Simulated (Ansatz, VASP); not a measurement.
**SnO in VASP and in Ansatz**

```
Sn O
1.0
     3.35500    0.00000    0.00000
     0.00000    5.67410    0.00000
     0.00000    0.00000    4.22197
Sn O
2 2
Direct
  0.51597 0.76695 0.00432
  0.99489 0.23071 0.51736
  0.50538 0.10886 0.24849
  0.99146 0.88834 0.74462
```

Change from the starting cell: atoms moved at random, drawn with an rms of 0.05 Å.

Alike in both runs: task single point; functional PBE; k mesh 8 × 5 × 6; occupations fermi-dirac, width 0.05 eV; no spin polarisation.

|  | VASP | Ansatz |
| --- | --- | --- |
| version | VASP 6.6.1 | Ansatz 0.2.0 |
| potentials or method | VASP PAW PBE potentials, release 64 (Sn_d, O) | Ansatz PAW |
| plane-wave cutoff (eV) | 520 | 420 |
| valence electrons in the cell | 40 | 40 |

|  | VASP | Ansatz | Ansatz less VASP |
| --- | --- | --- | --- |
| gap on the k mesh at the Fermi level (eV) | 1.52 | 1.53 | +0.012 |
| least direct gap on the mesh (eV) | 2.11 | 2.12 | +0.013 |
| pressure (GPa) | 1.7 | 1.5 | -0.22 |
| largest component of the traceless stress (GPa) | 1.13 | 1.12 | -0.011 |
| rms of the force components (eV/Å) | 0.415 | 0.394 | -0.0214 |

Atom by atom the forces differ by 0.037 eV/Å (rms over components). The functional is the same, so the differences come from potentials, cutoffs and numerics.

Caveats: spin-orbit coupling is left out, which moves the levels of the heavy elements; an odd mesh through Γ misses points on the zone boundary, where band edges often lie (VASP); odd divisions of the mesh miss points on the zone boundary, where band edges often lie, so the gap on the mesh can be too wide (Ansatz); the pressure holds a Pulay correction of +0.4 GPa for the finite cutoff (Ansatz).
